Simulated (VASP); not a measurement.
A run of VASP 6.6.1 is set up as follows.

Contents of INCAR:

```
  PREC = Accurate
  ENCUT = 520
  EDIFF = 1E-6
  ISMEAR = -1
  SIGMA = 0.05
  LREAL = F
  LASPH = T
  NELM = 60
  ALGO = Normal
  ISIF = 2
  LWAVE = F
  LCHARG = F
  GGA = CA
  NBANDS = 17
```

Contents of KPOINTS:

```
Automatic mesh
0
Gamma
  8 8 8
```

File POSCAR:

```
PbSe
1.0
    0.0000000000      3.0606500000      3.0606500000
    3.0606500000      0.0000000000      3.0606500000
    3.0606500000      3.0606500000      0.0000000000
Pb Se
1 1
Direct
    0.0000000000      0.0000000000      0.0000000000
    0.5000000000      0.5000000000      0.5000000000
```

Potentials or basis: VASP PAW LDA potentials, release 64 (Pb_d, Se).

Command:

```console
$ cat potpaw_LDA.64/Pb_d/POTCAR potpaw_LDA.64/Se/POTCAR > POTCAR
$ mpirun -np 1 vasp_std > vasp.out
```

Task: What does it give for the pressure?

Result: -2.0 GPa.

Task: Estimate the band gap on the k mesh.

Result: 0.16 eV, direct.

Caveat: spin-orbit coupling is left out, which moves the levels of the heavy elements.

**Experimental background.**

From a printed reference work, monograph, for a bulk crystal of PbSe at 4.2 K: band gap 0.15 eV (direct).

Measured gap of PbSe: 0.15 eV (direct; 4.2 K; a printed reference work, monograph). This calculation gives 0.16 eV (+0.01 eV). 2 values of this kind are on record (0.15 to 0.28 eV); this one was drawn at random. Spin-orbit coupling on Pb, Se is left out. The value is that of LDA on a finite k mesh, which can miss the band edges, without temperature or zero-point motion.
